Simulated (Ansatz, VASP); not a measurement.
**InB2: VASP beside Ansatz**

Aim: how closely do two programs agree when they are given the same cell, functional and k mesh? The cell is generated by rule, not measured, and may not be a known phase. The cell is taken from a series of runs on this material, whose earlier steps may have relaxed, scaled, displaced or heated it; both programs get it as it stands.

Calculated with Ansatz 0.2.0; plane waves, with VASP 6.6.1 beside it; PBEsol.

The structure was built from a prototype and need not be the compound's stable phase.

## Step 1: The starting structure

The structure is cubic, space group F-43m (No. 216). Conventional cell: a = 6.593 Å, b = 6.593 Å, c = 6.593 Å, α = 90.00°, β = 90.00°, γ = 90.00°. In has 4 In at 2.85 Å and 12 B at 2.90 Å nearest. In has 12 B at 2.69 Å and 4 In at 2.85 Å nearest. Nearest to B lie 3 B at 1.35 Å and 6 In at 2.69 to 2.90 Å. Farther neighbours are not listed.

Coordinates:

```cif
data_structure
_symmetry_space_group_name_H-M 'P 1'
_symmetry_Int_Tables_number 1
_cell_length_a 4.6616
_cell_length_b 4.6616
_cell_length_c 4.6616
_cell_angle_alpha 60.000
_cell_angle_beta 60.000
_cell_angle_gamma 60.000
_cell_volume 71.63
loop_
_atom_site_label
_atom_site_type_symbol
_atom_site_fract_x
_atom_site_fract_y
_atom_site_fract_z
_atom_site_occupancy
In1 In 0.75000 0.75000 0.75000 1
In2 In 0.50000 0.50000 0.50000 1
B3 B 0.17755 0.46736 0.17755 1
B4 B 0.17755 0.17755 0.46736 1
B5 B 0.46736 0.17755 0.17755 1
B6 B 0.17755 0.17755 0.17755 1
```

## Step 2: VASP: single point, PBEsol, pair 1

A single point takes one fixed geometry, so differences don't come from the geometry; what else differs is listed under the comparison.

Lines of VASP's logs that name or quote its potential files are left out, and so is its time.

File INCAR:

```
SYSTEM = InB2
PREC = Accurate
ENCUT = 500
EDIFF = 1E-06
NELM = 120
ISMEAR = 1
SIGMA = 0.2
LREAL = .FALSE.
ALGO = Normal
GGA = PS
NBANDS = 25
LORBIT = 11
LWAVE = .FALSE.
LCHARG = .FALSE.
ISIF = 2
LASPH = .TRUE.
GGA_COMPAT = .FALSE.
KPAR = 2
```

File POSCAR:

```
InB2
1.0
    0.0000000000      3.2962511070      3.2962511070
    3.2962511070      0.0000000000      3.2962511070
    3.2962511070      3.2962511070      0.0000000000
In B
2 4
Direct
    0.7500000000      0.7500000000      0.7500000000
    0.5000000000      0.5000000000      0.5000000000
    0.1775460819      0.4673617542      0.1775460819
    0.1775460819      0.1775460819      0.4673617542
    0.4673617542      0.1775460819      0.1775460819
    0.1775460819      0.1775460819      0.1775460819
```

File KPOINTS:

```
Automatic mesh
0
Gamma
12 12 12
0 0 0
```

Potentials, in the order of the species: In_d and B (PBE family, release 64).

The run is started by

```
$ mpirun -np 2 vasp_std
```

Numbers of over 12 decimals in the logs are rounded to 6 here.

What it wrote:

```text
[banner, memory and clock lines left out]
running    2 mpi-ranks, on    1 nodes
 distrk:  each k-point on    1 cores,    2 groups
 distr:  one band on    1 cores,    1 groups

 POSCAR found type information on POSCAR InB
 POSCAR found :  2 types and       6 ions
|                                                                             |
|               ----> ADVICE to this user running VASP <----                  |
|                                                                             |
|     You enforced a specific xc type in the INCAR file but a different       |
|     [... a line on the potential file left out ...]
|     I HOPE YOU KNOW WHAT YOU ARE DOING!                                     |
|                                                                             |

 LDA part: xc-table for (Slater+PW92), standard interpolation
 POSCAR, INCAR and KPOINTS ok, starting setup
 FFT: planning ... GRIDC
 FFT: planning ... GRID_SOFT
 FFT: planning ... GRID
 WAVECAR not read
 entering main loop
       N       E                     dE             d eps       ncg     rms          rms(c)
DAV:   1     0.341452428566E+03    0.34145E+03   -0.18182E+04  3600   0.193E+03
DAV:   2     0.615450835722E+01   -0.33530E+03   -0.32628E+03  3701   0.437E+02
DAV:   3    -0.317536833821E+02   -0.37908E+02   -0.36970E+02  4660   0.160E+02
DAV:   4    -0.331614081371E+02   -0.14077E+01   -0.14030E+01  4056   0.307E+01
DAV:   5    -0.332113297465E+02   -0.49922E-01   -0.49906E-01  5470   0.565E+00    0.178E+01
DAV:   6    -0.164595909664E+02    0.16752E+02   -0.53530E+01  5183   0.118E+02    0.147E+01
DAV:   7    -0.172997080762E+02   -0.84012E+00   -0.15383E+01  3846   0.218E+01    0.327E+00
DAV:   8    -0.172343664431E+02    0.65342E-01   -0.64188E-01  4977   0.830E+00    0.317E+00
DAV:   9    -0.172308780028E+02    0.34884E-02   -0.55488E-02  5155   0.262E+00    0.397E-01
DAV:  10    -0.172269852341E+02    0.38928E-02   -0.10709E-02  5306   0.115E+00    0.218E-01
DAV:  11    -0.172267530884E+02    0.23215E-03   -0.26446E-03  4107   0.401E-01    0.122E-01
DAV:  12    -0.172267717499E+02   -0.18661E-04   -0.17654E-04  4337   0.121E-01    0.656E-02
DAV:  13    -0.172267569490E+02    0.14801E-04   -0.83466E-05  5565   0.628E-02    0.132E-02
DAV:  14    -0.172267569589E+02   -0.99594E-08   -0.69522E-06  3571   0.227E-02
   1 F= -.17226757E+02 E0= -.17227180E+02  d E =0.126960E-02
```

From OUTCAR (step 2):

```text
ion  position               nearest neighbor table
   1  0.750  0.750  0.750-   2 2.85   2 2.85   2 2.85   2 2.85   3 2.90   4 2.90   5 2.90   6 2.90
                             6 2.90   6 2.90   4 2.90   5 2.90   5 2.90   3 2.90   4 2.90   3 2.90
   2  0.500  0.500  0.500-   3 2.69   4 2.69   4 2.69   5 2.69   3 2.69   5 2.69   6 2.69   6 2.69
                             6 2.69   3 2.69   4 2.69   5 2.69   1 2.85   1 2.85   1 2.85   1 2.85
   3  0.178  0.467  0.178-   4 1.35   5 1.35   6 1.35   2 2.69   2 2.69   2 2.69   1 2.90   1 2.90
                             1 2.90
   4  0.178  0.178  0.467-   3 1.35   5 1.35   6 1.35   2 2.69   2 2.69   2 2.69   1 2.90   1 2.90
                             1 2.90
   5  0.467  0.178  0.178-   3 1.35   4 1.35   6 1.35   2 2.69   2 2.69   2 2.69   1 2.90   1 2.90
                             1 2.90
   6  0.178  0.178  0.178-   3 1.35   4 1.35   5 1.35   2 2.69   2 2.69   2 2.69   1 2.90   1 2.90
                             1 2.90

  LATTYP: Found a face centered cubic cell.
 ALAT       =     6.5925022140

 Subroutine GETGRP returns: Found 24 space group operations
 (whereof 24 operations were pure point group operations)

The static configuration has the point symmetry T_d .

 Found     72 irreducible k-points:

   k-points           NKPTS =     72   k-points in BZ     NKDIM =     72   number of bands    NBANDS=     25

   dimension x,y,z NGX =    36 NGY =   36 NGZ =   36
   dimension x,y,z NGXF=    72 NGYF=   72 NGZF=   72

   ENCUT  =  500.0 eV  36.75 Ry    6.06 a.u.   8.50  8.50  8.50*2*pi/ulx,y,z

   NELECT =      38.0000    total number of electrons

 k-points in reciprocal lattice and weights: Automatic mesh
   0.00000000  0.00000000  0.00000000       0.001
   0.08333333  0.00000000  0.00000000       0.005
   0.16666667  0.00000000  0.00000000       0.005
   0.25000000  0.00000000  0.00000000       0.005
   0.33333333  0.00000000  0.00000000       0.005
   0.41666667  0.00000000  0.00000000       0.005
   0.50000000  0.00000000  0.00000000       0.002
   0.08333333  0.08333333  0.00000000       0.003
   0.16666667  0.08333333  0.00000000       0.014
[...]
-0.33333333  0.50000000  0.16666667       0.007
  -0.25000000  0.50000000  0.25000000       0.003

 average (electrostatic) potential at core
       1 -93.0484       2 -92.8564       3 -25.1873       4 -25.1873       5 -25.1873
       6 -25.1873

 E-fermi :   8.0974

 k-point     1 :       0.0000    0.0000    0.0000
  band No.  band energies     occupation
    ...
     16       7.1189      2.00000
     17       7.1189      2.00000
     18       7.1189      2.00000
     19       7.7641      2.04005
     20       7.7641      2.04005
     21       8.5469     -0.00665
     22       9.7483     -0.00000
     23      10.3849     -0.00000
     24      10.3849     -0.00000
     25      10.3849     -0.00000

 k-point     2 :       0.0833    0.0000    0.0000
  band No.  band energies     occupation
    ...
     16       6.8260      2.00000
     17       7.0737      2.00000
     18       7.0737      2.00000
     19       7.6819      2.01234
     20       7.6819      2.01234
     21       8.4933     -0.01707
     22       9.5827     -0.00000
     23      10.6759     -0.00000
     24      10.6759     -0.00000
     25      11.0637     -0.00000

 k-point     3 :       0.1667    0.0000    0.0000
  band No.  band energies     occupation
    ...
     16       6.3013      2.00000
     17       6.7710      2.00000
     18       6.7710      2.00000
     19       7.7831      2.04875
     20       7.7831      2.04875
     21       8.1614      0.48836
     22       9.7604     -0.00000
     23      11.3370     -0.00000
     24      11.3370     -0.00000
     25      12.0978      0.00000

  Total       28.8907500     28.8907500     28.8907500      0.0000000      0.0000000     -0.0000000
  in kB      646.2172348    646.2172348    646.2172348      0.0000000      0.0000000     -0.0000000
  external PRESSURE =     646.2172348 kB  Pullay stress =       0.0000000 kB

  energy-cutoff  :      500.00
  volume of cell :       71.63
      direct lattice vectors                 reciprocal lattice vectors
     0.000000000  3.296251107  3.296251107    -0.151687473  0.151687473  0.151687473
     3.296251107  0.000000000  3.296251107     0.151687473 -0.151687473  0.151687473
     3.296251107  3.296251107  0.000000000     0.151687473  0.151687473 -0.151687473

 POSITION                                       TOTAL-FORCE (eV/Angst)
 -----------------------------------------------------------------------------------
      4.94438      4.94438      4.94438        -0.000000     -0.000000     -0.000000
      3.29625      3.29625      3.29625        -0.000000     -0.000000     -0.000000
      2.12578      1.17047      2.12578        12.300494    -12.300494     12.300494
      2.12578      2.12578      1.17047        12.300494     12.300494    -12.300494
      1.17047      2.12578      2.12578       -12.300494     12.300494     12.300494
      1.17047      1.17047      1.17047       -12.300494    -12.300494    -12.300494
 -----------------------------------------------------------------------------------
    total drift:                                0.000000      0.000000      0.000000

  FREE ENERGIE OF THE ION-ELECTRON SYSTEM (eV)
  ---------------------------------------------------
  free  energy   TOTEN  =       -17.2267569589 eV

  energy  without entropy=      -17.2280265569  energy(sigma->0) =      -17.22718016

 total charge
# of ion       s       p       d       tot
------------------------------------------
    1        0.883   0.642   9.910  11.435
    2        1.005   0.587   9.963  11.555
    3        0.853   1.696   0.000   2.549
    4        0.853   1.696   0.000   2.549
    5        0.853   1.696   0.000   2.549
    6        0.853   1.696   0.000   2.549
--------------------------------------------------
tot          5.300   8.013  19.873  33.186

[... 3 further parts left out ...]
```

The PAW data sets were made with PBE, which is usual practice but a small mismatch for other functionals.

## Step 3: Ansatz: single point, PBEsol, pair 1

Ansatz runs on norm-conserving files, of PseudoDojo where its log says so.

The same cell, functional, mesh and smearing now go to Ansatz, which takes its cutoff from its data sets.

File input.yaml:

```yaml
crystal:
  lattice:
    - [0.0, 3.296251107, 3.296251107]
    - [3.296251107, 0.0, 3.296251107]
    - [3.296251107, 3.296251107, 0.0]
  atoms:
    - { symbol: In, position: [0.75, 0.75, 0.75] }
    - { symbol: In, position: [0.5, 0.5, 0.5] }
    - { symbol: B, position: [0.1775460819, 0.4673617542, 0.1775460819] }
    - { symbol: B, position: [0.1775460819, 0.1775460819, 0.4673617542] }
    - { symbol: B, position: [0.4673617542, 0.1775460819, 0.1775460819] }
    - { symbol: B, position: [0.1775460819, 0.1775460819, 0.1775460819] }
kpoints:
  mp_grid: { grid: [12, 12, 12] }
hamiltonian:
  xc: pbesol
  pseudopotentials: { kind: nc }
scf:
  occupations: { method: methfessel_paxton, width: 0.2 }
output:
  forces: true
  stress: true
  eigenvalues: true
```

The run is started by

```
$ ansatz run input.yaml --threads 8 --pin off --max-ram 14336MiB --backend cpu --events-out ev --progress --plain --runs-dir out
```

What it wrote:

```text
Engine: ansatz 0.2.0, x86_64-unknown-linux-gnu
Pseudopotentials: kind: nc
Pseudopotential: In, nc, valence charge 13, recommended cutoff 952.398519 eV (normal), In.nc.azcp (PseudoDojo's, or run here from an input of PseudoDojo's: the run reads no file of this project's for it)
Pseudopotential: B, nc, valence charge 3, recommended cutoff 1034.032677 eV (normal), B.nc.azcp (PseudoDojo's, or run here from an input of PseudoDojo's: the run reads no file of this project's for it)
Functional definition: PBEsol
  exchange = pbesol_x
  correlation = pbesol_c
Crystal: 6 atoms, lattice volume = 71.629 Å³
Basis set: ecut = 1034.032677 eV, 5329 PW (Γ), exchange–correlation on 100×100×100 points (8 copies of the dense FFT grid, shifted against one another)
Bands: 25, of which v1, the nominal top of the filled ones, is band 19 counted from 1 (18 counted from 0)
Symmetry: 24 space group operations
Space group: F-43m (ITA 216), of the structure as read, at distance tolerance 4.2e-5 Å
k-points: 72 of 1728 (time reversal used)
Non-local potential: In, projectors of the file, l = 0: 2, l = 1: 2, l = 2: 2
Non-local potential: B, projectors of the file, l = 0: 2, l = 1: 2
Initial density: superposition of atomic densities (chi_scale 0.1, normalization cell, long waves kept (reshape's long-wave potential 0.00 eV rms))
Initial wavefunctions: pseudopotential atomic-orbital guess
Functional: x = pbesol(κ = 0.804, μ = 0.123457), c = pbesol(β = 0.046)
SCF iter   1: F=—  HF=-3925.737611 eV  |F-HF|=—  |Δ(HF+E_count)|=         —  Δρ=1.79e-1  dr2=5.10e1  ethr=3.10e-3  ⟨swp⟩=7.5  Hψ=12006  notcnv=0
preconditioner: auto → Kerker (q_TF=auto, 2.455 Å⁻¹)  [metal: Δε(μ)=0.034 eV  Ē_g=13.143 eV  σ=0.200 eV  W_gap=0.14  n_scr=14 (ndim 8)  ℏωp=27.0 eV  f_vac=0.000  D(μ)=2.07/eV (n_scr^D=14)]
SCF iter   2: F=—  HF=-3913.783312 eV  |F-HF|=—  |Δ(HF+E_count)|=    1.20e1  S|Δr|=    0.00e0  Δρ=7.91e-2  dr2=1.04e1  ethr=3.10e-3  ⟨swp⟩=4.8  Hψ=5337  notcnv=0  defer=5
SCF iter   3: F=—  HF=-3910.820704 eV  |F-HF|=—  |Δ(HF+E_count)|=    2.96e0  S|Δr|=    0.00e0  Δρ=1.00e-2  dr2=3.69e-2  ethr=3.10e-3  ⟨swp⟩=4.8  Hψ=4925  notcnv=0  defer=2
SCF iter   4: F=—  HF=-3910.815033 eV  |F-HF|=—  |Δ(HF+E_count)|=   5.67e-3  S|Δr|=    0.00e0  Δρ=2.24e-3  dr2=4.95e-3  ethr=9.70e-5  ⟨swp⟩=1.9  Hψ=2589  notcnv=0  defer=2
SCF iter   5: F=—  HF=-3910.813818 eV  |F-HF|=—  |Δ(HF+E_count)|=   1.22e-3  S|Δr|=    0.00e0  Δρ=6.33e-4  dr2=6.59e-4  ethr=1.30e-5  ⟨swp⟩=1.7  Hψ=1967  notcnv=0  defer=2
SCF iter   6: F=—  HF=-3910.813619 eV  |F-HF|=—  |Δ(HF+E_count)|=   1.98e-4  S|Δr|=    0.00e0  Δρ=1.46e-4  dr2=3.29e-5  ethr=1.74e-6  ⟨swp⟩=2.0  Hψ=2262  notcnv=0  defer=2
SCF iter   7: F=—  HF=-3910.813504 eV  |F-HF|=—  |Δ(HF+E_count)|=   1.15e-4  S|Δr|=    0.00e0  Δρ=4.17e-5  dr2=7.14e-7  ethr=8.67e-8  ⟨swp⟩=3.8  Hψ=3939  notcnv=0  defer=2
SCF iter   8: F=-3910.813504 eV  HF=-3910.813504 eV  |F-HF|=2.96e-8  |Δ(HF+E_count)|=   1.43e-7  S|Δr|=    0.00e0  Δρ=1.15e-5  dr2=5.38e-8  ethr=2.63e-10  ⟨swp⟩=15.8  Hψ=15306  notcnv=0
SCF 1 converged in 8 iterations: F = -3910.813504 eV  dr2 = 5.38e-8
SCF converged after 8 iterations
Stability not checked: this state was not tested for a lower state beside it, because cold or Methfessel-Paxton smearing, or corrected tetrahedra, fill the levels in a way that the test cannot read (fill_not_monotonic; see scf.lower_state_search)
Free energy (F): -3910.813504 eV
Harris-Foulkes:  -3910.813504 eV  (|F-HF|=2.96e-8)
Internal energy: -3910.814804 eV  (E = F + TS)
E sigma→0 (E₀):  -3910.813829 eV
Entropy (-TS):   0.001300 eV (0.217 meV/atom)
Fermi energy:    11.566476 eV
--- Per-component energies (eV) ---
  E_band       = 35.636216
  E_kinetic    = 2543.766065
  E_local      = -2585.635046  (includes V_loc(G=0)·N_el)
  E_nonlocal   = -796.830123
  E_hartree    = 836.494507
  E_xc         = -1222.814652
  E_vxc        = -798.648835  (∫ρ·V_xc dr)
  E_ewald      = -2685.795556
  E_smearing   = 0.001300  (= −TS)
  E_closure    = 0.000000  (closes the sum)
  Σ components = -3910.813504   (vs F -3910.813504, Δ=0.00e0)
--- Forces (eV/Å), atoms counted from 1 ---
  atom   1  In     0.00000000     0.00000000    -0.00000000
  atom   2  In    -0.00000000     0.00000000     0.00000000
  atom   3  B     12.25315014   -12.25315014    12.25315014
  atom   4  B     12.25315014    12.25315014   -12.25315014
  atom   5  B    -12.25315014    12.25315014    12.25315014
  atom   6  B    -12.25315014   -12.25315014   -12.25315014
  max |Σ_I F_I| component: 3.55e-15 eV/Å
--- Stress (GPa, compression-positive) ---
       64.643851       0.000000      -0.000000
        0.000000      64.643851       0.000000
       -0.000000       0.000000      64.643851
  P = ⅓ Tr σ = 64.6439 GPa (646.439 kbar)
--- Band table (eV; the first three rows and the last of 72) ---
  k-point 0: bands = [... 15 lower, 10.5783, 10.5783, 10.5783, 11.2383, 11.2383, 12.0068, 13.2200, 13.8629, ... 2 higher]
  k-point 1: bands = [... 15 lower, 10.2884, 10.5377, 10.5377, 11.1516, 11.1516, 11.9565, 13.0479, 14.1543, ... 2 higher]
  k-point 2: bands = [... 15 lower, 9.7699, 10.2423, 10.2423, 11.2461, 11.2461, 11.6261, 13.2201, 14.8157, ... 2 higher]
  k-point 71: bands = [... 15 lower, 7.1691, 9.2193, 10.3225, 10.8693, 12.3299, 13.3054, 14.1315, 14.4961, ... 2 higher]
```

The run ends at a pressure of 64.64 GPa, with forces up to 21 eV/Å.

## Step 4: Side by side

Known differences besides the potentials themselves: the cutoff is 1034.03 eV in Ansatz and 500 eV in VASP. Total energies have different zeros and are not compared.

Compared:

```csv
quantity,Ansatz,VASP,difference
pressure (GPa),64.64,64.62,+0.02
```

Forces (eV/Å; atoms numbered as in POSCAR):

```csv
atom,"Ansatz x, y, z","VASP x, y, z"
In1,"0.000, 0.000, 0.000","0.000, 0.000, 0.000"
In2,"0.000, 0.000, 0.000","0.000, 0.000, 0.000"
B3,"12.253, -12.253, 12.253","12.300, -12.300, 12.300"
B4,"12.253, 12.253, -12.253","12.300, 12.300, -12.300"
B5,"-12.253, 12.253, 12.253","-12.300, 12.300, 12.300"
B6,"-12.253, -12.253, -12.253","-12.300, -12.300, -12.300"
```

The forces differ by 39 meV/Å r.m.s., which is 0.4 % of the r.m.s. force of 10.043 eV/Å (both taken over all components).

## Step 5: VASP: single point, PBEsol, pair 2

With cell and atoms fixed, the geometry can't cause a difference; cores, projectors, grids and the points listed under the comparison can.

INCAR is that of step 2.

File POSCAR:

```
InB2
1.0
    0.0000000000      3.2962511070      3.2962511070
    3.2962511070      0.0000000000      3.2962511070
    3.2962511070      3.2962511070      0.0000000000
In B
2 4
Direct
    0.7502442301      0.7497557699      0.7497557699
    0.5002442301      0.4997557699      0.4997557699
    0.1237029597      0.6346794301      0.1179146505
    0.1237029597      0.1179146505      0.6346794301
    0.6153205699      0.1262970403      0.1262970403
    0.1320853495      0.1262970403      0.1262970403
```

KPOINTS is that of step 2.

The run is started by

```
$ mpirun -np 2 vasp_std
```

What it wrote:

```text
[banner, memory and clock lines left out]
running    2 mpi-ranks, on    1 nodes
[...]
[... a notice as in an earlier step ...]

 LDA part: xc-table for (Slater+PW92), standard interpolation
 POSCAR, INCAR and KPOINTS ok, starting setup
[...]
entering main loop
       N       E                     dE             d eps       ncg     rms          rms(c)
DAV:   1     0.287253782660E+03    0.28725E+03   -0.17861E+04  8158   0.192E+03
DAV:   2     0.778069280265E+00   -0.28648E+03   -0.28070E+03  8277   0.415E+02
DAV:   3    -0.239516860529E+02   -0.24730E+02   -0.24221E+02 10341   0.135E+02
DAV:   4    -0.247368171852E+02   -0.78513E+00   -0.77983E+00 10343   0.227E+01
[...]
DAV:  11    -0.239490856773E+02   -0.21584E-05   -0.10101E-04 12782   0.981E-02    0.214E-02
DAV:  12    -0.239490835237E+02    0.21537E-05   -0.17787E-05 10522   0.317E-02    0.110E-02
DAV:  13    -0.239490836242E+02   -0.10057E-06   -0.67836E-07  5957   0.867E-03
   1 F= -.23949084E+02 E0= -.23949692E+02  d E =0.182635E-02
```

From OUTCAR (step 5):

```text
  Total       -0.1744629     -0.1574844     -0.1574844      0.0000000      0.0000000      0.0000000
  in kB       -3.9023185     -3.5225504     -3.5225504      0.0000000      0.0000000      0.0000000
  external PRESSURE =      -3.6491397 kB  Pullay stress =       0.0000000 kB

 POSITION                                       TOTAL-FORCE (eV/Angst)
 -----------------------------------------------------------------------------------
      4.94277      4.94438      4.94438        -0.176580     -0.000000     -0.000000
      3.29464      3.29625      3.29625        -0.176580      0.000000      0.000000
      2.48074      0.79643      2.49982         0.088290     -0.283340      0.283340
      2.48074      2.49982      0.79643         0.088290      0.283340     -0.283340
      0.83261      2.44456      2.44456         0.088290     -0.283340     -0.283340
      0.83261      0.85169      0.85169         0.088290      0.283340      0.283340
 -----------------------------------------------------------------------------------
    total drift:                                0.000251      0.000000     -0.000000

  FREE ENERGIE OF THE ION-ELECTRON SYSTEM (eV)
  ---------------------------------------------------
  free  energy   TOTEN  =       -23.9490836242 eV

  energy  without entropy=      -23.9509099788  energy(sigma->0) =      -23.94969241

[... 1 part as in an earlier step ...]

[... 2 further parts left out ...]
[key lines of the parts left out:]
E-fermi :   9.0667
```

The run ends at a pressure of -0.36 GPa, with forces up to 0.41 eV/Å.

[end of part 1 of 2]

[Lines on the potential files, build, host, timing and source positions are cut from VASP's logs without a mark.]

[Logs are printed without paths, hosts, clocks, repeated set-up lines and the standing remarks that a program may print on its own settings, such as how far it seeks lower states.]

[Hosts, paths, dates, database ids (printed as entryN), source tags and the programs' standing remarks are cut or masked in the printed files.]
